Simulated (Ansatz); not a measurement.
**ZrSe2 (P-3m1): how far a G0W0 gap depends on its settings**

How well converged is a G0W0 gap of ZrSe2 (CdI2 type)?

Code: Ansatz 0.2.0. G0W0, plane waves. (Simulation; spin polarisation is off.)

### 1 The cell

The cell was relaxed beforehand with r2SCAN+rVV10.

The symmetry is P-3m1 (No. 164, trigonal); conventional cell a = 3.788 Å, c = 6.180 Å, 25.60 Å³ an atom. Around Zr lie 6 Se at 2.69 Å; around Se lie 3 Zr at 2.69 Å.

As a file:

```xyz
3
Lattice="3.7881 0.0000 0.0000 -1.8941 3.2806 0.0000 0.0000 0.0000 6.1801" Properties=species:S:1:pos:R:3 pbc="T T T"
Zr    0.0000    0.0000    0.0000
Se    0.0000    2.1871    1.5686
Se    1.8941    1.0935    4.6115
```

### 2 174 empty bands, 100 eV

input.yaml reads:

```yaml
crystal:
  lattice:
    - [3.7881123231, 0.0, 0.0]
    - [-1.8940561615, 3.2806015042, 0.0]
    - [0.0, 0.0, 6.1800627124]
  atoms:
    - { symbol: Zr, position: [0.0, 0.0, 0.0] }
    - { symbol: Se, position: [0.3333333333, 0.6666666667, 0.2538098218] }
    - { symbol: Se, position: [0.6666666667, 0.3333333333, 0.7461901782] }
kpoints:
  mp_grid: { grid: [6, 6, 4] }
hamiltonian:
  xc: pbe
scf:
  occupations: { method: fixed }
gw:
  n_empty_bands: 174
  ecut_chi: 100
  qp_bands: [v2, c2]
  qp_kpoints: band_edges
  screening: { model: contour_deformation }
```

### 3 421 empty bands, 180 eV

Changes to input.yaml since step 2:

```diff
@@ -16,4 +16,4 @@
 gw:
-  n_empty_bands: 174
-  ecut_chi: 100
+  n_empty_bands: 421
+  ecut_chi: 180
   qp_bands: [v2, c2]
```

### 4 817 empty bands, 260 eV

Changes to input.yaml since step 3:

```diff
@@ -16,4 +16,4 @@
 gw:
-  n_empty_bands: 421
-  ecut_chi: 180
+  n_empty_bands: 817
+  ecut_chi: 260
   qp_bands: [v2, c2]
```

### 5 Starting from HSE06

Changes to input.yaml since step 4:

```diff
@@ -12,3 +12,3 @@
 hamiltonian:
-  xc: pbe
+  xc: hse06
 scf:
@@ -16,4 +16,4 @@
 gw:
-  n_empty_bands: 817
-  ecut_chi: 260
+  n_empty_bands: 421
+  ecut_chi: 180
   qp_bands: [v2, c2]
```

### 6 Starting from r2SCAN

Changes to input.yaml since step 5:

```diff
@@ -12,3 +12,3 @@
 hamiltonian:
-  xc: hse06
+  xc: r2scan
 scf:
```

### 7 Starting from PBE0

Changes to input.yaml since step 6:

```diff
@@ -12,3 +12,3 @@
 hamiltonian:
-  xc: r2scan
+  xc: pbe0
 scf:
```

### 8 A plasmon pole in place of the full frequency dependence

Changes to input.yaml since step 7:

```diff
@@ -12,3 +12,3 @@
 hamiltonian:
-  xc: pbe0
+  xc: pbe
 scf:
@@ -20,2 +20,2 @@
   qp_kpoints: band_edges
-  screening: { model: contour_deformation }
+  screening: { model: godby_needs }
```

### 9 A finer mesh, 12×12×4

Changes to input.yaml since step 8:

```diff
@@ -10,3 +10,3 @@
 kpoints:
-  mp_grid: { grid: [6, 6, 4] }
+  mp_grid: { grid: [12, 12, 4] }
 hamiltonian:
@@ -16,6 +16,6 @@
 gw:
-  n_empty_bands: 421
-  ecut_chi: 180
+  n_empty_bands: 124
+  ecut_chi: 80
   qp_bands: [v2, c2]
   qp_kpoints: band_edges
-  screening: { model: godby_needs }
+  screening: { model: contour_deformation }
```

### 10 Norm-conserving pseudopotentials

Changes to input.yaml since step 9:

```diff
@@ -10,5 +10,6 @@
 kpoints:
-  mp_grid: { grid: [12, 12, 4] }
+  mp_grid: { grid: [6, 6, 4] }
 hamiltonian:
   xc: pbe
+  pseudopotentials: { kind: nc }
 scf:
@@ -16,4 +17,4 @@
 gw:
-  n_empty_bands: 124
-  ecut_chi: 80
+  n_empty_bands: 421
+  ecut_chi: 180
   qp_bands: [v2, c2]
```

Before running it: what results should come out? Wanted: for each run, start; potentials; frequencies; empty bands; cutoff; Kohn-Sham gap; G0W0 gap.

**Answer**, as computed:

```
 start  potentials  frequencies  empty bands  cutoff (eV)     mesh  Kohn-Sham gap (eV)  G0W0 gap (eV)
   PBE         PAW         full          174          100    6×6×4                0.30           0.98
   PBE         PAW         full          421          180    6×6×4                0.30           1.07
   PBE         PAW         full          817          260    6×6×4                0.30           1.09
 HSE06         PAW         full          421          180    6×6×4                0.95           1.27
r2SCAN         PAW         full          421          180    6×6×4                0.60           1.12
  PBE0         PAW         full          421          180    6×6×4                1.60           1.46
   PBE         PAW         pole          421          180    6×6×4                0.30           1.01
   PBE         PAW         full          124           80  12×12×4                0.31           0.96
   PBE          NC         full          421          180    6×6×4                0.29           1.02
```

Gaps are those on each run's own mesh.

With bands and cutoff raised together, from 174 bands at 100 eV to 817 at 260 eV, the gap moves by +0.11 eV, and on the last rung by +0.02 eV; extrapolated in 1/N from the last two rungs, the limit on this k mesh would lie near 1.1 eV. The starting point matters: against PBE, HSE06 gives +0.20 eV, r2SCAN gives +0.05 eV, PBE0 gives +0.39 eV. The plasmon pole changes the gap by -0.061 eV. Norm-conserving potentials change it by -0.051 eV.
